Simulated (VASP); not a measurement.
**SnO2: relaxation of cell and atoms with PBE**

Crystal: SnO2.

```
Sn O
1.0
     4.73800    0.00000    0.00000
     0.00000    4.73800    0.00000
     0.00000    0.00000    3.18650
Sn O
2 4
Cartesian
  0.0000 0.0000 0.0000
  2.3690 2.3690 1.5933
  1.4550 1.4550 0.0000
  0.9140 3.8240 1.5933
  3.2830 3.2830 0.0000
  3.8240 0.9140 1.5933
```

```json
{
  "Program": "VASP 6.6.1",
  "Task": "relaxation of cell and atoms",
  "Functional": "PBE",
  "Potentials or basis": "VASP PAW PBE potentials, release 64 (Sn_d, O)",
  "Cutoff": "600 eV",
  "k mesh": "6 × 6 × 8",
  "Occupations": "gaussian, width 0.02 eV",
  "Spin": "no spin polarisation",
  "Further INCAR settings": "ALGO = Fast; EDIFF = 1e-07; IBRION = 2; EDIFFG = -0.004; NSW = 80; ISIF = 3"
}
```

The relaxed volume is 12.61 Å³/atom. The relaxed cell is a = 4.830 Å, b = 4.830 Å, c = 3.242 Å, α = 90.00°, β = 90.00°, γ = 90.00°. The space group after relaxing (to 0.05 Å) is P4_2/mnm (No. 136), the energy gained by relaxing is 23.7 meV/atom and the ionic steps are 10. The pressure after relaxing is 0.0 GPa. The band gap on the k mesh is 0.64 eV, direct.

Step by step:
```tsv
step	energy change (eV)	largest force (eV/Å)	pressure (GPa)	volume (Å³)
1	0.0000	0.2934	11.61	71.53
2	0.0635	0.3605	-10.55	80.85
3	-0.1403	0.0639	0.00	75.51
4	-0.1403	0.0581	0.21	75.43
5	-0.1420	0.0038	0.09	75.57
6	-0.1421	0.0191	0.05	75.63
7	-0.1422	0.0022	-0.06	75.68
8	-0.1422	0.0029	-0.07	75.68
9	-0.1422	0.0025	0.05	75.63
10	-0.1422	0.0004	0.00	75.65
```

Final structure:
```yaml
crystal:
  lattice:
    - [4.83043, 0.00000, 0.00000]
    - [0.00000, 4.83043, 0.00000]
    - [0.00000, 0.00000, 3.24217]
  atoms:
    - { symbol: Sn, position: [0.00000, 0.00000, 0.00000] }
    - { symbol: Sn, position: [0.50000, 0.50000, 0.50000] }
    - { symbol: O, position: [0.30653, 0.30653, 0.00000] }
    - { symbol: O, position: [0.19347, 0.80653, 0.50000] }
    - { symbol: O, position: [0.69347, 0.69347, 0.00000] }
    - { symbol: O, position: [0.80653, 0.19347, 0.50000] }
```

Levels at points of the mesh, in eV from the valence-band top:
| k point | band 24 | band 25 | band 26 | band 27 | band 28 | band 29 |
| --- | --- | --- | --- | --- | --- | --- |
| (0.00, 0.00, 0.00) | -0.74 | -0.74 | 0.00 | 0.64 | 5.66 | 6.04 |
| (0.50, 0.00, 0.00) | -1.21 | -0.60 | -0.60 | 3.85 | 3.85 | 6.79 |
| (0.50, 0.50, 0.00) | -1.33 | -0.85 | -0.85 | 4.24 | 4.24 | 7.13 |
| (0.00, 0.00, 0.50) | -1.52 | -1.18 | -1.18 | 5.56 | 5.56 | 9.34 |
| (0.50, 0.00, 0.50) | -1.01 | -0.75 | -0.75 | 5.82 | 5.82 | 7.59 |
| (0.50, 0.50, 0.50) | -0.91 | -0.78 | -0.78 | 4.32 | 4.32 | 8.60 |

Run time: 12 min on 1 thread of Intel(R) Xeon(R) Platinum 8375C CPU @ 2.90GHz (Ice Lake) (shared host), peak memory 0.28 GiB.

Caveat: spin-orbit coupling is left out, which moves the levels of the heavy elements. Zero-point motion and thermal expansion aren't in these numbers.
